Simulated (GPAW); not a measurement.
Here is a GPAW 26.7.0 calculation.

run.py

```python
from ase import Atoms
from ase.filters import FrechetCellFilter
from ase.io import write
from ase.optimize import BFGS
from gpaw import GPAW, PW, setup_paths

setup_paths.insert(0, '.')

atoms = Atoms(['Zr', 'C'],
              cell=[[0.0, 2.365, 2.365],
                    [2.365, 0.0, 2.365],
                    [2.365, 2.365, 0.0]],
              scaled_positions=[[0.5, 0.5, 0.5],
                                [0.0, 0.0, 0.0]],
              pbc=True)

calc = GPAW(mode=PW(800),
            xc='PBEsol',
            kpts={'size': (10, 10, 10), 'gamma': True},
            occupations={'name': 'fermi-dirac', 'width': 0.05},
            nbands=18,
            convergence={'density': 1e-05, 'forces': 0.0001},
            maxiter=150,
            txt='gpaw.txt')
atoms.calc = calc
opt = BFGS(FrechetCellFilter(atoms), trajectory='relax.traj', logfile='-')
done = opt.run(fmax=0.02, steps=60)
calc.write('gs.gpw')
write('result.traj', atoms)
print('Converged:', done)
print('Cell:', atoms.cell.cellpar().round(4))
print('Volume:', round(atoms.get_volume(), 4))
print(atoms.get_scaled_positions().round(5))
```

Potentials or basis: PAW data sets generated in the run's folder for this functional, pw.

Launch:

```sh
$ gpaw-setup -f PBEsol C Zr
$ OMP_NUM_THREADS=1 python run.py
```

Question: What does it give for the band gap on the k mesh?

Answer: None (metal or under the smearing width).

Question: What does it give for the relaxed volume?

Answer: 12.67 Å³/atom.

Final structure:
```cif
data_structure
_symmetry_space_group_name_H-M 'P 1'
_symmetry_Int_Tables_number 1
_cell_length_a 3.2971
_cell_length_b 3.2971
_cell_length_c 3.2971
_cell_angle_alpha 60.000
_cell_angle_beta 60.000
_cell_angle_gamma 60.000
_cell_volume 25.35
loop_
_atom_site_label
_atom_site_type_symbol
_atom_site_fract_x
_atom_site_fract_y
_atom_site_fract_z
_atom_site_occupancy
Zr1 Zr 0.50000 0.50000 0.50000 1
C1 C 0.00000 0.00000 0.00000 1
```

Caveat: later steps reuse the first step's grids.
